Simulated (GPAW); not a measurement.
# Cu (Fm-3m) in GPAW: reference runs

Reference runs on Cu: the cell as given.

Everything below comes from runs of GPAW 26.7.0. Logs are shortened: lines on timing, memory, paths and dates and some standing lists are left out, and cuts for length are marked. The log counts tension as positive stress, the text compression.

## 1. Starting point

The structure is cubic, space group Fm-3m (No. 225). Conventional cell: a = 3.615 Å, b = 3.615 Å, c = 3.615 Å, α = 90.00°, β = 90.00°, γ = 90.00°. Cu (site symmetry m-3m) has 12 Cu at 2.56 Å as nearest neighbours.

## 2. Single point, PBE

The input, run.py:

```python
from ase import Atoms
from ase.dft.bandgap import bandgap
from ase.io import write
from ase.units import GPa
from gpaw import GPAW, PW

atoms = Atoms(['Cu'],
              cell=[[0.0, 1.8075, 1.8075],
                    [1.8075, 0.0, 1.8075],
                    [1.8075, 1.8075, 0.0]],
              scaled_positions=[[0.0, 0.0, 0.0]],
              pbc=True)

calc = GPAW(mode=PW(600),
            xc='PBE',
            kpts={'size': (13, 13, 13), 'gamma': True},
            occupations={'name': 'fermi-dirac', 'width': 0.05},
            nbands=14,
            convergence={'density': 1e-05, 'energy': 1e-05},
            maxiter=150,
            txt='gpaw.txt')
atoms.calc = calc
energy = atoms.get_potential_energy()
forces = atoms.get_forces()
stress = atoms.get_stress()
calc.write('gs.gpw')
write('result.traj', atoms)
print(f'Energy: {energy:.6f} eV')
print('Forces (eV/A):')
print(forces.round(4))
print('Stress (GPa):', (stress / GPa).round(3))
print('Fermi level:', round(calc.get_fermi_level(), 4), 'eV')
print(f'Gap: {bandgap(calc)[0]:.4f} eV, direct: {bandgap(calc, direct=True)[0]:.4f} eV')
```

Potentials or basis: GPAW PAW data sets (gpaw-data 1.2.1), pw.

Started as:

```
$ OMP_NUM_THREADS=1 python run.py
```

gpaw.txt:

```text
__  _  _
 | _ |_)|_||  |
 |__||  | ||/\| - 26.7.0

Input parameters:
  mode=PW(ecut=600.0),
  convergence={'density': 1e-05, 'energy': 1e-05},
  kpts=MonkhorstPack(size=(13, 13, 13), gamma=True),
  maxiter=150,
  nbands=14,
  occupations=Occupations(name='fermi-dirac', width=0.05),
  xc=XC(name='PBE')

Diagonalizing LCAO Hamiltonian
Converting LCAO to pw mode

       Cu

Atoms  # Å, Bohr magnetons
|   | symbol |        x |        y |        z |    initial magnetic moments |
|---|--------|----------|----------|----------|-----------------------------|
| 0 |     Cu | 0.000000 | 0.000000 | 0.000000 | ( 0.0000,  0.0000,  0.0000) |

Unit cell  # Å
| periodic |        x |        y |        z |  lengths |    angles |
|----------|----------|----------|----------|----------|-----------|
|      yes | 0.000000 | 1.807500 | 1.807500 | 2.556191 | 60.000000 |
|      yes | 1.807500 | 0.000000 | 1.807500 | 2.556191 | 60.000000 |
|      yes | 1.807500 | 1.807500 | 0.000000 | 2.556191 | 60.000000 |

Number of symmetries: 48
Symmetry operations  # r_c * U_cc + t_c -> r_c
|    | kind |            matrix            |
|----|------|------------------------------|
|  0 |  σ   |  1, 0, 0,  1, 0,-1,  1,-1, 0 |
|  1 |  C2  |  1, 0, 0,  1,-1, 0,  1, 0,-1 |
|  2 |  E   |  1, 0, 0,  0, 1, 0,  0, 0, 1 |
|  3 |  σ   |  1, 0, 0,  0, 0, 1,  0, 1, 0 |
|  4 |  C4  |  1, 0,-1,  1, 0, 0,  1,-1, 0 |
|  5 |  S6  |  1, 0,-1,  1,-1, 0,  1, 0, 0 |
|  6 |  σ   |  1, 0,-1,  0, 1,-1,  0, 0,-1 |
|  7 |  C3  |  1, 0,-1,  0, 0,-1,  0, 1,-1 |
|  8 |  S6  |  1,-1, 0,  1, 0, 0,  1, 0,-1 |
|  9 |  C4  |  1,-1, 0,  1, 0,-1,  1, 0, 0 |
| 10 |  C3  |  1,-1, 0,  0,-1, 1,  0,-1, 0 |
| 11 |  σ   |  1,-1, 0,  0,-1, 0,  0,-1, 1 |
| 12 |  σ   |  0, 1, 0,  1, 0, 0,  0, 0, 1 |
| 13 |  C4  |  0, 1, 0,  0, 1,-1, -1, 1, 0 |
| 14 |  C3  |  0, 1, 0,  0, 0, 1,  1, 0, 0 |
| 15 |  S6  |  0, 1, 0, -1, 1, 0,  0, 1,-1 |
| 16 |  C2  |  0, 1,-1,  1, 0,-1,  0, 0,-1 |
| 17 |  σ   |  0, 1,-1,  0, 1, 0, -1, 1, 0 |
| 18 |  S4  |  0, 1,-1,  0, 0,-1,  1, 0,-1 |
| 19 |  C4  |  0, 1,-1, -1, 1, 0,  0, 1, 0 |
| 20 |  C3  |  0, 0, 1,  1, 0, 0,  0, 1, 0 |
| 21 |  σ   |  0, 0, 1,  0, 1, 0,  1, 0, 0 |
| 22 |  S6  |  0, 0, 1,  0,-1, 1, -1, 0, 1 |
| 23 |  C4  |  0, 0, 1, -1, 0, 1,  0,-1, 1 |
| 24 |  S4  |  0, 0,-1,  1, 0,-1,  0, 1,-1 |
| 25 |  C3  |  0, 0,-1,  0, 1,-1,  1, 0,-1 |
| 26 |  C2  |  0, 0,-1,  0,-1, 0, -1, 0, 0 |
| 27 |  S6  |  0, 0,-1, -1, 0, 0,  0,-1, 0 |
| 28 |  S4  |  0,-1, 1,  1,-1, 0,  0,-1, 0 |
| 29 |  C4  |  0,-1, 1,  0, 0, 1, -1, 0, 1 |
| 30 |  C2  |  0,-1, 1,  0,-1, 0,  1,-1, 0 |
| 31 |  σ   |  0,-1, 1, -1, 0, 1,  0, 0, 1 |
| 32 |  C3  |  0,-1, 0,  1,-1, 0,  0,-1, 1 |
| 33 |  S6  |  0,-1, 0,  0, 0,-1, -1, 0, 0 |
| 34 |  S4  |  0,-1, 0,  0,-1, 1,  1,-1, 0 |
| 35 |  C2  |  0,-1, 0, -1, 0, 0,  0, 0,-1 |
| 36 |  C2  | -1, 1, 0,  0, 1, 0,  0, 1,-1 |
| 37 |  S6  | -1, 1, 0,  0, 1,-1,  0, 1, 0 |
| 38 |  S4  | -1, 1, 0, -1, 0, 1, -1, 0, 0 |
| 39 |  C3  | -1, 1, 0, -1, 0, 0, -1, 0, 1 |
| 40 |  S6  | -1, 0, 1,  0, 0, 1,  0,-1, 1 |
| 41 |  C2  | -1, 0, 1,  0,-1, 1,  0, 0, 1 |
| 42 |  C3  | -1, 0, 1, -1, 1, 0, -1, 0, 0 |
| 43 |  S4  | -1, 0, 1, -1, 0, 0, -1, 1, 0 |
| 44 |  C2  | -1, 0, 0,  0, 0,-1,  0,-1, 0 |
| 45 |  i   | -1, 0, 0,  0,-1, 0,  0, 0,-1 |
| 46 |  σ   | -1, 0, 0, -1, 1, 0, -1, 0, 1 |
| 47 |  C2  | -1, 0, 0, -1, 0, 1, -1, 1, 0 |

BZ-sampling:
  Number of BZ points: 2197
  Number of IBZ points: 84

  Monkhorst-Pack size: [13, 13, 13]
  Monkhorst-Pack shift: [0, 0, 0]

K-points  # in reciprocal-cell coordinates
|     |                                coordinates |     weight |
|-----|--------------------------------------------|------------|
|   0 | (  0.00000000,   0.00000000,   0.00000000) | 0.00045517 |
|   1 | (  0.07692308,   0.07692308,   0.00000000) | 0.00273100 |
|   2 | (  0.07692308,   0.07692308,   0.07692308) | 0.00364133 |
|   3 | (  0.15384615,   0.07692308,   0.07692308) | 0.00546199 |
|   4 | (  0.15384615,   0.15384615,   0.00000000) | 0.00273100 |
|   5 | (  0.15384615,   0.15384615,   0.07692308) | 0.01092399 |
|   6 | (  0.15384615,   0.15384615,   0.15384615) | 0.00364133 |
|   7 | (  0.23076923,   0.15384615,   0.07692308) | 0.01092399 |
|   8 | (  0.23076923,   0.15384615,   0.15384615) | 0.01092399 |
|   9 | (  0.23076923,   0.23076923,   0.00000000) | 0.00273100 |
| ... |                                            |            |
|  83 | (  0.46153846,   0.46153846,   0.46153846) | 0.00364133 |

Plane wave coefficients: 411
Cutoff: 600.0 eV

Spin-components: 1 (collinear spins)
Bands:           14
Projectors:      6
Spin-degeneracy: 2
Datatype:        complex128

Density:
  Valence electrons: 11.0
  Components: 1
  Grid points: [15 15 15]
  Charge: 0.0  # |e|

Potential:
  Grid points: [15 15 15]

species:
  Cu:
    name:    Copper
    Z:       29.0
    valence: 11
    core:    18
    charge:  0.0  # [|e|]
    compensation charges:
      type: gauss
      rc: 0.33  # [Å]
      lmax: 2
    cutoffs:
      filter: 2.06  # [Å]
      core: 2.43  # [Å]
    projectors
    | kind |    occ | energy [eV] | rcut [Å] |
    |------|--------|-------------|----------|
    |   4s |  1.000 |      -4.609 |    1.164 |
    |   4p |  0.000 |      -0.698 |    1.164 |
    |   3d | 10.000 |      -5.039 |    1.058 |
    |    s |        |      22.603 |    1.164 |
    |    p |        |      26.513 |    1.164 |
    |    d |        |      22.172 |    1.058 |

    Using partial waves for Cu as LCAO basis

Reference energy: -45021.451841  # eV

eigensolver:
  PPCG
  Converge bands: occupied
  niter=2

density mixing:
  MSR1-Mixer
  Pratt-step length: 0.05
  Maximum mixing coefficient: 0.75
  Old densities: 10
  SVD Regularization: 0.005
  Good broyden scale: 1.0
  Trust region scale: 1.0
  Backstep threshold: 4.0
  History deletion threshold: 6.0
  Fourier metric: weight=20.0, sigma=0.015

occupation numbers:
  Fermi-Dirac:
    width: 0.0500  # eV

poisson solver:
  ecut: 4800.0  # eV

xc functional:
[... 9 lines left out ...]
|iter     | |      energy | eigst |  dens |
|---------|-|-------------|-------|-------|
|iter:   1| |   -4.630651 | -0.41 |       |
|iter:   2| |   -4.257839 | -2.97 | -0.89 |
|iter:   3| |   -3.689989 | -1.94 | -0.99 |
|iter:   4| |   -3.679952 | -4.16 | -1.79 |
|iter:   5| |   -3.672693 | -3.55 | -1.95 |
|iter:   6| |   -3.672700 | -6.50 | -3.54 |
|iter:   7| |   -3.672697c| -6.20 | -3.56 |
|iter:   8| |   -3.672697c| -8.84c| -4.48 |
|iter:   9| |   -3.672697c| -8.32c| -5.10c|

Converged in 9 steps
Energy contributions relative to reference atoms: (reference = -45021.451841)

Energy contributions:
  Kinetic:         -11.937422
  Coulomb:           9.312259
  Zero:              0.051865
  External:          0.000000
  Xc:               -1.098040
  Entropy:          -0.002719
  Spinorbit:         0.000000
  ----------------------------
  Free energy:      -3.674057
  Extrapolated:     -3.672697

dipole moment: (-7.877504, -7.877504, -7.877504)  # |e|*Ang

Fermi level: 8.228
Eigenvalues  # (at kpt = [0.000, 0.000, 0.000])
| band index |      eig [eV] | occ [0-2] |
|------------|---------------|-----------|
|          0 |        -1.326 |     2.000 |
|          1 |         5.026 |     2.000 |
|          2 |         5.026 |     2.000 |
|          3 |         5.026 |     2.000 |
|          4 |         5.845 |     2.000 |
|          5 |         5.845 |     2.000 |
|          6 |        31.045 |     0.000 |
|          7 |        33.456 |     0.000 |
|          8 |        33.456 |     0.000 |
|          9 |        33.456 |     0.000 |
|         10 |        35.693 |     0.000 |
|         11 |        35.693 |     0.000 |
|         12 |        35.693 |     0.000 |
|         13 |        39.534 |     0.000 |

No gap
No difference between direct/indirect transitions

Forces  # eV/Ang
|       x |        y |        z |
|---------|----------|----------|
| 0.00000 | -0.00000 | -0.00000 |  # Cu   0

Stress tensor  # eV/Ang^3
|         x |         y |         z |
|-----------|-----------|-----------|
| -0.019116 | -0.000000 | -0.000000 |
| -0.000000 | -0.019116 |  0.000000 |
| -0.000000 |  0.000000 | -0.019116 |

# Writing to gs.gpw (mode='')
```

stdout:

```text
Energy: -3.672697 eV
Forces (eV/A):
[[ 0. -0. -0.]]
Stress (GPa): [-3.063 -3.063 -3.063  0.    -0.    -0.   ]
Fermi level: 8.2278 eV
Gap: 0.0000 eV, direct: 0.0000 eV
```

Wall time 13 s (1 thread of Intel Xeon Platinum 8259CL at 2.50GHz (Skylake/Cascade Lake), shared host); peak memory 0.13 GiB.

What came out:

| Quantity | Value |
| --- | --- |
| Free energy | -3.6741 eV |
| Pressure | 3.1 GPa |
| Band gap on the k mesh | none (metal or under the smearing width) |

Levels at points of the mesh, in eV from the Fermi level:
```csv
k point,band 3,band 4,band 5,band 6,band 7,band 8,band 9,band 10
"(0.00, 0.00, 0.00)",-3.20,-3.20,-2.38,-2.38,22.82,25.23,25.23,25.23
```

Caveat: with this Cu data set, volumes or pressures lay over 1.5 % or 2 GPa off other programs in two to four cells of ten.
